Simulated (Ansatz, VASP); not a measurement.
# Cross-check of Sn23CO48 (C_Sn) between VASP and Ansatz, part 2 of 2

One calculation is typed for both programs; each brings its own data sets. How far apart do they land? Of the first pair: The structure shown is the start of the Ansatz relaxation below; VASP solves that cell, so the two are compared at the walk's first step.

VASP 6.6.1 and Ansatz 0.2.0.

So far: The structure; Ansatz: relaxation, r2SCAN.

### 3. VASP: single point, r2SCAN, start cell, pair 1

Level of this step: r2SCAN, spin-polarised from a ferromagnetic start; plane waves and PAW (Sn_d, O, C) (VASP).

The same cell, functional and mesh now go to VASP, with its own data sets.

Lines of VASP's logs that name or quote its potential files are left out, and so is its time.

INCAR reads:

```
SYSTEM = Sn23CO48
PREC = Accurate
ENCUT = 580
EDIFF = 1E-06
NELM = 200
ISMEAR = 0
SIGMA = 0.01
LREAL = Auto
ALGO = Normal
METAGGA = R2SCAN
LASPH = .TRUE.
NELECT = 613
NBANDS = 356
ISPIN = 2
MAGMOM = -0 -0 -0 0 -0 -0 0 -0 -0 -0 -0 -0 -0 0 -0 0 -0 -0 0 -0 -0 -0 -0 0 0 0 -0 0 0.03 0 -0 0 0.03 0.01 0.69 0 0 -0 0.01 0 0.07 -0 0.01 0 0.06 -0 0 0 0 0 0 -0 0 0 0 -0 0 0 -0 0 0 0 0 0 0 0 -0 0 0 0 0 -0
LORBIT = 11
LWAVE = .FALSE.
LCHARG = .FALSE.
ISIF = 2
ISYM = 0
NUPDOWN = 1
GGA_COMPAT = .FALSE.
LMIXTAU = .TRUE.
```

POSCAR reads:

```
Sn23CO48
1.0
    9.5155030731      0.0000000000      0.0000000000
    0.0000000000      9.5155030731      0.0000000000
    0.0000000000      0.0000000000      9.6020443945
Sn O C
23 48 1
Direct
    0.2528532629      0.2538089664      0.1644593521
    0.0003882086      0.9971449749      0.9956454065
    0.2456431344      0.2529357598      0.4999042707
    0.0051832257      0.0000827071      0.3341844578
    0.2513857630      0.2538886259      0.8301116588
    0.0035556712      0.0030622658      0.6643235271
    0.2546218504      0.7475584786      0.1671983521
    0.9961906376      0.4963821633      0.9998992923
    0.2543804549      0.7494699907      0.4971724566
    0.9974440658      0.5033272506      0.3301984317
    0.2519197337      0.7487853186      0.8380287228
    0.0010615308      0.5042024539      0.6637231342
    0.7456190120      0.2527655113      0.1657971922
    0.4994908796      0.9982668284      0.0048898962
    0.7545899512      0.2508059723      0.4975942418
    0.4989479761      0.9951214350      0.3317039444
    0.7499285056      0.2513499267      0.8283013151
    0.4959041013      0.9999272766      0.6634055976
    0.7460022813      0.7528644513      0.1648331267
    0.4973047629      0.5044094845      0.9990585338
    0.7500648095      0.7462745738      0.4963282614
    0.4985627101      0.5029836009      0.3373761740
    0.7512724178      0.7550981745      0.8333519062
    0.0935357798      0.4056975202      0.1638673948
    0.3981003391      0.0974967895      0.1647697027
    0.1558876066      0.1528198760      0.0043290781
    0.3427716827      0.3457777245      0.9972103857
    0.0979808417      0.4000378089      0.4957841064
    0.4044948512      0.0993679465      0.4955884189
    0.1485002936      0.1522017269      0.3307062402
    0.3447690548      0.3506177208      0.3302591479
    0.0991851921      0.3990373363      0.8360441454
    0.4036925815      0.0936560046      0.8294047260
    0.1573253656      0.1558811960      0.6662391609
    0.3427229202      0.3479947381      0.6694936761
    0.0924666823      0.9005127668      0.1675275529
    0.3985129289      0.5945662522      0.1679472552
    0.1570544393      0.6509402553      0.9974131551
    0.3443537325      0.8476717351      0.9955635489
    0.0989383318      0.9053861823      0.4957801489
    0.4059085442      0.6009980719      0.5017802253
    0.1534425441      0.6480723040      0.3351573756
    0.3460623127      0.8492176334      0.3286973972
    0.0990286055      0.8998579407      0.8370302896
    0.3980879383      0.5989278713      0.8329417852
    0.1511199134      0.6493254169      0.6699369151
    0.3502265697      0.8453838897      0.6704633655
    0.5928265649      0.4012731614      0.1693015501
    0.8993099928      0.0959176822      0.1630975588
    0.6560662061      0.1557484653      0.0031835929
    0.8474679623      0.3428620615      0.0031427682
    0.5979326533      0.4058435976      0.5042674040
    0.9015108223      0.0929496836      0.4970535236
    0.6556216684      0.1490608525      0.3310530414
    0.8466484576      0.3472978753      0.3281465770
    0.6002661085      0.4052888187      0.8299351339
    0.9018071808      0.0923828192      0.8311913247
    0.6480380441      0.1547023829      0.6661452225
    0.8419613696      0.3481843235      0.6674331774
    0.5953299533      0.8993212376      0.1633204280
    0.9008298283      0.5944684119      0.1626449468
    0.6576799936      0.6514534179      0.9982451654
    0.8512708091      0.8445724770      0.9981244619
    0.6004361468      0.9028583075      0.4960376983
    0.8980315528      0.5952672136      0.4996767150
    0.6508089958      0.6497711106      0.3298026826
    0.8487771942      0.8505937035      0.3299229695
    0.5978309246      0.9019153201      0.8383719830
    0.9071940741      0.5993617948      0.8353967833
    0.6477447333      0.6534052853      0.6663467421
    0.8476961163      0.8518204385      0.6646348150
    0.5037765175      0.5015684366      0.6633966412
```

KPOINTS reads:

```
Points of the shifted mesh
1
Reciprocal
 0.2500000000  0.2500000000  0.2500000000 1
```

PAW data sets: Sn_d, O and C (PBE family, release 64).

On the command line:

```bash
$ export OMP_NUM_THREADS=3
$ mpirun -np 1 vasp_std
```

Numbers of over 12 decimals in the logs are rounded to 6 here.

What it wrote:

```text
[banner, memory and clock lines left out]
running    1 mpi-ranks, on    1 nodes
[...]
Offloading initialized ...    1 GPUs detected
[...]
|                                                                             |
|               ----> ADVICE to this user running VASP <----                  |
|                                                                             |
|     You enforced a specific xc type in the INCAR file but a different       |
|     [... a line on the potential file left out ...]
|     I HOPE YOU KNOW WHAT YOU ARE DOING!                                     |
|                                                                             |

 LDA part: xc-table for (None), standard interpolation
 POSCAR, INCAR and KPOINTS ok, starting setup
[...]
entering main loop
       N       E                     dE             d eps       ncg     rms          rms(c)
DAV:   1     0.141774229879E+05    0.14177E+05   -0.24991E+05  1424   0.295E+03
DAV:   2     0.260550003830E+04   -0.11572E+05   -0.11130E+05  1424   0.943E+02
DAV:   3    -0.713733350277E+03   -0.33192E+04   -0.31327E+04  1472   0.377E+02
DAV:   4    -0.118709187401E+04   -0.47336E+03   -0.46078E+03  1648   0.147E+02
DAV:   5    -0.121239949613E+04   -0.25308E+02   -0.24941E+02  1712   0.333E+01BRMIX: very serious problems
 the old and the new charge density differ
 old charge density:   614.00000 new  613.00000
    0.535E+01
DAV:   6    -0.985799437559E+03    0.22660E+03   -0.17284E+02  2000   0.782E+01    0.238E+01
DAV:   7    -0.989652413516E+03   -0.38530E+01   -0.53559E+01  2120   0.183E+01    0.154E+01
DAV:   8    -0.990691881847E+03   -0.10395E+01   -0.64619E+00  1720   0.862E+00    0.945E+00
DAV:   9    -0.991813551946E+03   -0.11217E+01   -0.70423E+00  1976   0.625E+00    0.115E+01
[...]
DAV:  22    -0.991117377243E+03   -0.11777E-04   -0.34176E-05  1712   0.169E-02    0.120E-02
DAV:  23    -0.991117380171E+03   -0.29283E-05   -0.10625E-05  1624   0.106E-02    0.809E-03
DAV:  24    -0.991117380868E+03   -0.69701E-06   -0.37281E-06  1184   0.467E-03
   1 F= -.99111738E+03 E0= -.99111738E+03  d E =-.102085E-11  mag=     1.0000
```

Parts of OUTCAR (step 3):

```text
  FREE ENERGIE OF THE ION-ELECTRON SYSTEM (eV)
  ---------------------------------------------------
  free  energy   TOTEN  =      -991.1173808682 eV

  energy  without entropy=     -991.1173808682  energy(sigma->0) =     -991.11738087

 magnetization (x)
# of ion       s       p       d       tot
------------------------------------------
    1       -0.001  -0.002  -0.001  -0.004
    2       -0.002  -0.003  -0.001  -0.006
    3       -0.001  -0.001  -0.001  -0.002
    4       -0.001  -0.002  -0.001  -0.005
    5       -0.001  -0.002  -0.001  -0.005
    6       -0.001  -0.001  -0.000  -0.002
    7       -0.001  -0.001  -0.001  -0.002
    8       -0.001  -0.002  -0.001  -0.003
    9       -0.000  -0.001  -0.000  -0.002
   10       -0.001  -0.001  -0.000  -0.002
   11       -0.001  -0.002  -0.001  -0.003
   12       -0.001  -0.001  -0.000  -0.002
   13       -0.001  -0.003  -0.001  -0.005
[...]
--------------------------------------------------
tot         -0.007   0.877  -0.015   0.856
```

The run ends at a pressure of -2.40 GPa, with forces up to 2.7 eV/Å.

### 4. Side by side

Known differences besides the potentials themselves: VASP starts from the moments at which Ansatz ended; VASP keeps PBE cores, Ansatz makes them for the functional; fixed occupations in Ansatz, narrow Gaussian smearing in VASP; the cutoff is 500 eV in Ansatz and 580 eV in VASP (PREC = Accurate, projectors in real space). Total energies have different zeros and are not compared.

Forces on 8 of the 72 atoms, those with the largest forces and the largest differences (eV/Å; atoms numbered as in POSCAR):

```tsv
atom	Ansatz x, y, z	VASP x, y, z
Sn7	-1.705, 0.401, -0.834	-1.749, 0.428, -0.844
Sn11	-0.819, 0.109, -1.942	-0.856, 0.130, -2.031
Sn14	-0.104, 0.944, -1.921	-0.103, 0.980, -1.966
O35	1.667, 1.535, -1.137	1.761, 1.628, -1.179
O45	1.492, -1.382, -0.787	1.534, -1.423, -0.847
O52	-1.047, 0.943, 1.367	-1.048, 0.947, 1.409
O56	-1.335, 1.206, -0.818	-1.364, 1.236, -0.856
O59	1.181, 0.557, -0.606	1.244, 0.615, -0.626
```

The forces differ by 30 meV/Å r.m.s., which is 4.0 % of the r.m.s. force of 0.742 eV/Å (both taken over all components). Moments aren't recorded for both runs of this pair, so they may hold unlike magnetic states. The cell carries a charge of +1 e against a uniform background, so its pressure also hangs on how the neutralising background is counted, and in a defect's cell a gap may be the spacing between its levels.

### 5. Ansatz: relaxation, r2SCAN

This run makes the geometry at which the two programs are then compared.

The structure compared here is the end of the Ansatz relaxation.

This is the run of step 2 again, met here at its other cell.

### 6. VASP: single point, r2SCAN, relaxed atoms in a fixed cell, pair 2

The same cell, functional and mesh now go to VASP, with its own data sets.

INCAR is that of step 3.

POSCAR reads:

```
Sn23CO48
1.0
    9.5155030700      0.0000000000      0.0000000000
    0.0000000000      9.5155030700      0.0000000000
    0.0000000000      0.0000000000      9.6020443900
Sn O C
23 48 1
Direct
    0.2508356088      0.2509100624      0.1656721479
    0.9978026913      0.0006765869      0.9999613409
    0.2465632943      0.2485899172      0.4978689141
    0.9977272456      0.0007690101      0.3314539747
    0.2464712852      0.2486918682      0.8333749209
    0.0030903842      0.9913670218      0.6657030276
    0.2428703229      0.7550380204      0.1656447995
    0.9979101438      0.5009205310      0.9993291618
    0.2510341959      0.7456590681      0.4988410366
    0.9979441777      0.5008598387      0.3320950648
    0.2511604786      0.7457300071      0.8325215991
    0.0030298079      0.5004553514      0.6657036323
    0.7418815668      0.2560223014      0.1658300041
    0.4970432845      0.0005370615      0.9985851517
    0.7560712332      0.2436511169      0.5022074135
    0.4970935010      0.0004304593      0.3328588179
    0.7561199439      0.2435951977      0.8294103048
    0.4970908433      0.9968560256      0.6656754992
    0.7468132910      0.7483741770      0.1656473691
    0.4856173655      0.5117419696      0.9970363403
    0.7503745286      0.7497776855      0.4938798372
    0.4856950708      0.5116812451      0.3340435973
    0.7502089936      0.7497025470      0.8374055340
    0.0959131532      0.4023930816      0.1657059799
    0.4029088831      0.0983896357      0.1657373406
    0.1504178510      0.1545498091      0.9998988927
    0.3523105638      0.3427361198      0.9967122613
    0.0987659086      0.4051878687      0.4978629129
    0.4025740829      0.0981082126      0.5011811286
    0.1504145082      0.1544723147      0.3314647719
    0.3523110269      0.3426986898      0.3345781865
    0.0987618541      0.4052306968      0.8335459230
    0.4026343189      0.0983847556      0.8300752333
    0.1496733254      0.1520039683      0.6656678167
    0.3547100808      0.3394085905      0.6655672255
    0.0932881653      0.9080784543      0.1657233591
    0.3935196419      0.6023870284      0.1656321908
    0.1439547691      0.6577045068      0.0011123052
    0.3428355095      0.8511683557      0.0000572342
    0.0950887117      0.8999848076      0.4968765411
    0.3946714972      0.5945375542      0.4955479068
    0.1438909258      0.6577410595      0.3302874453
    0.3432420916      0.8506107976      0.3313318809
    0.0951226798      0.9000374131      0.8344848395
    0.3950117753      0.5951020292      0.8357170829
    0.1454350079      0.6578826335      0.6657149159
    0.3423422988      0.8492269355      0.6656288789
    0.5891596786      0.4117510562      0.1656347010
    0.8953111941      0.0999207062      0.1657344315
    0.6447368122      0.1622218504      0.9939066899
    0.8409732259      0.3488794235      0.9956545210
    0.6184974934      0.4269093604      0.5477990562
    0.9008257620      0.0885430729      0.5005183460
    0.6447450723      0.1621646415      0.3376593391
    0.8408602600      0.3489623753      0.3359113265
    0.6185669139      0.4268091296      0.7843896020
    0.9008783766      0.0885033424      0.8309172869
    0.6534511319      0.1499713925      0.6657466836
    0.8619139511      0.3350836208      0.6657778411
    0.5978914986      0.9061903047      0.1656979117
    0.8960579332      0.5923579715      0.1657247930
    0.6504343941      0.6507456463      0.9982546418
    0.8457195092      0.8456865570      0.0013560512
    0.5952332167      0.8987534520      0.4995731659
    0.8967407318      0.5927983272      0.5007988981
    0.6504578080      0.6506718117      0.3332215262
    0.8457336966      0.8456841324      0.3299638386
    0.5951719971      0.8989025858      0.8318542214
    0.8966640666      0.5927058435      0.8306481570
    0.6487175442      0.6260409368      0.6659589915
    0.8388557298      0.8389703871      0.6656887607
    0.6255022280      0.4905616006      0.6660450190
```

KPOINTS is that of step 3.

What it wrote:

```text
[banner, memory and clock lines left out]
running    1 mpi-ranks, on    1 nodes
[...]
Offloading initialized ...    1 GPUs detected
[...]
[... a notice as in an earlier step ...]

 LDA part: xc-table for (None), standard interpolation
 POSCAR, INCAR and KPOINTS ok, starting setup
[...]
entering main loop
       N       E                     dE             d eps       ncg     rms          rms(c)
DAV:   1     0.141974600516E+05    0.14197E+05   -0.25027E+05  1424   0.295E+03
DAV:   2     0.261933828695E+04   -0.11578E+05   -0.11134E+05  1424   0.945E+02
DAV:   3    -0.747652688048E+03   -0.33670E+04   -0.32075E+04  1496   0.378E+02
DAV:   4    -0.119808960589E+04   -0.45044E+03   -0.43990E+03  1632   0.146E+02
DAV:   5    -0.122127670224E+04   -0.23187E+02   -0.22848E+02  1704   0.323E+01BRMIX: very serious problems
 the old and the new charge density differ
 old charge density:   614.00000 new  613.00000
    0.533E+01
DAV:   6    -0.995179249595E+03    0.22610E+03   -0.16713E+02  1992   0.772E+01    0.226E+01
DAV:   7    -0.100026691636E+04   -0.50877E+01   -0.55350E+01  2024   0.159E+01    0.162E+01
DAV:   8    -0.100029810309E+04   -0.31187E-01   -0.87665E+00  2184   0.130E+01    0.114E+01
DAV:   9    -0.100183617487E+04   -0.15381E+01   -0.37255E+00  1968   0.559E+00    0.832E+00
[...]
DAV:  22    -0.100073770134E+04    0.22597E-06   -0.20316E-05  1696   0.140E-02    0.112E-02
DAV:  23    -0.100073769941E+04    0.19295E-05   -0.77806E-06  1552   0.134E-02    0.358E-03
DAV:  24    -0.100073769973E+04   -0.31406E-06   -0.63588E-06  1232   0.792E-03
   1 F= -.10007377E+04 E0= -.10007377E+04  d E =-.144526E-17  mag=     1.0000
```

From OUTCAR (step 6):

```text
  FREE ENERGIE OF THE ION-ELECTRON SYSTEM (eV)
  ---------------------------------------------------
  free  energy   TOTEN  =     -1000.7376997252 eV

  energy  without entropy=    -1000.7376997252  energy(sigma->0) =    -1000.73769973

 magnetization (x)
# of ion       s       p       d       tot
------------------------------------------
    1       -0.000  -0.000  -0.000  -0.000
    2       -0.000   0.000  -0.000  -0.000
    3       -0.005  -0.008  -0.001  -0.014
    4        0.000  -0.000  -0.000  -0.000
    5       -0.005  -0.008  -0.001  -0.014
    6       -0.000  -0.000   0.000  -0.000
    7       -0.000  -0.000   0.000  -0.000
    8       -0.000  -0.000   0.000  -0.000
    9       -0.001  -0.001   0.000  -0.001
   10       -0.000   0.000   0.000  -0.000
   11       -0.001  -0.001   0.000  -0.001
   12        0.000  -0.000  -0.000  -0.000
   13       -0.000  -0.000   0.000  -0.000
[...]
--------------------------------------------------
tot         -0.000   0.819   0.002   0.820
```

The run ends at a pressure of -1.48 GPa, with forces up to 0.35 eV/Å.

### 7. Differences

What differs besides the data sets and the points named for the pairs above, as far as they apply: site moments are counted in spheres of each program's own size. Total energies have different zeros and are not compared.

Both answers:

```tsv
quantity	Ansatz	VASP	difference
total moment, fixed by the input (μB)	1.00	1.00	0.00
moment on O35 (μB)	0.69	0.63	+0.06
moment on O41 (μB)	0.07	0.07	0.00
moment on O45 (μB)	0.06	0.06	0.00
```

Forces on 7 of the 72 atoms, those with the largest forces and the largest differences (eV/Å; atoms numbered as in POSCAR):

```tsv
atom	Ansatz x, y, z	VASP x, y, z
O35	-0.002, 0.006, -0.001	0.068, 0.062, -0.002
O41	0.001, 0.003, -0.001	0.024, -0.026, 0.116
O45	0.005, -0.005, 0.008	0.028, -0.035, -0.113
O52	0.006, -0.012, -0.017	-0.012, -0.156, -0.314
O56	0.001, 0.019, -0.019	-0.018, -0.124, 0.277
O70	0.009, 0.007, 0.000	0.066, 0.284, -0.002
C72	-0.011, -0.002, 0.013	-0.076, 0.020, 0.014
```

The forces differ by 44 meV/Å r.m.s., where the r.m.s. force is 0.005 eV/Å in Ansatz and 0.044 eV/Å in VASP: the atoms lie near their places of rest in Ansatz, so a percentage would say little (all taken over all components). The cell carries a charge of +1 e against a uniform background, so its pressure also hangs on how the neutralising background is counted, and in a defect's cell a gap may be the spacing between its levels.

### 8. Summary of results

```
r.m.s. force difference (single point, r2SCAN, start cell, pair 1)                    : 4.0 % of the r.m.s. force
r.m.s. force difference (single point, r2SCAN, relaxed atoms in a fixed cell, pair 2) : 44 meV/Å
```

**Reading.** The r.m.s. force difference is 44 meV/Å (single point, r2SCAN, relaxed atoms in a fixed cell, pair 2), beyond the 12 meV/Å picked in this series as the mark of a large difference. What causes the difference of the single point, r2SCAN, start cell, pair 1 pair stays open here. What causes the difference of the single point, r2SCAN, relaxed atoms in a fixed cell, pair 2 pair stays open here. How closely two codes agree says nothing of how well the functional describes the real material.

[Lines on the potential files, build, host, timing and source positions are cut from VASP's logs without a mark.]

[Logs are printed without paths, hosts, clocks, repeated set-up lines and the standing remarks that a program may print on its own settings, such as how far it seeks lower states.]

[Hosts, paths, dates, database ids (printed as entryN), source tags and the programs' standing remarks are cut or masked in the printed files.]
